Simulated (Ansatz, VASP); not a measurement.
One calculation of CuI, two programs

```
Cu I
1.0
     0.00000    3.03900    3.03900
     3.03900    0.00000    3.03900
     3.03900    3.03900    0.00000
Cu I
1 1
Direct
  0.75000 0.75000 0.75000
  0.00000 0.00000 0.00000
```

Alike in both runs: task single point; functional PBE; k mesh 8 × 8 × 8; occupations gaussian, width 0.05 eV; no spin polarisation.

|  | VASP | Ansatz |
| --- | --- | --- |
| version | VASP 6.6.1 | Ansatz 0.2.0 |
| potentials or method | VASP PAW PBE potentials, release 64 (Cu, I) | scalar-relativistic, plane waves, PAW |
| plane-wave cutoff (eV) | 520 | 420 |
| valence electrons in the cell | 18 | 36 |

Ansatz gave:

| Property | Result |
| --- | --- |
| gap on the k mesh at the Fermi level (eV) | 1.10 |
| least direct gap on the mesh (eV) | 1.10 |
| pressure (GPa) | 0.0 |

Problem. Which values does VASP return?

Solution. gap on the k mesh at the Fermi level (eV): 1.13; least direct gap on the mesh (eV): 1.13; pressure (GPa): 0.4.

With one functional, cell and mesh, what is left measures potentials, basis and numerics. The two sets of potentials don't hold the same shells in valence.

Caveats: spin-orbit coupling is left out, which moves the levels of the heavy elements. As with any semilocal functional, this PBE gap is likely too small.
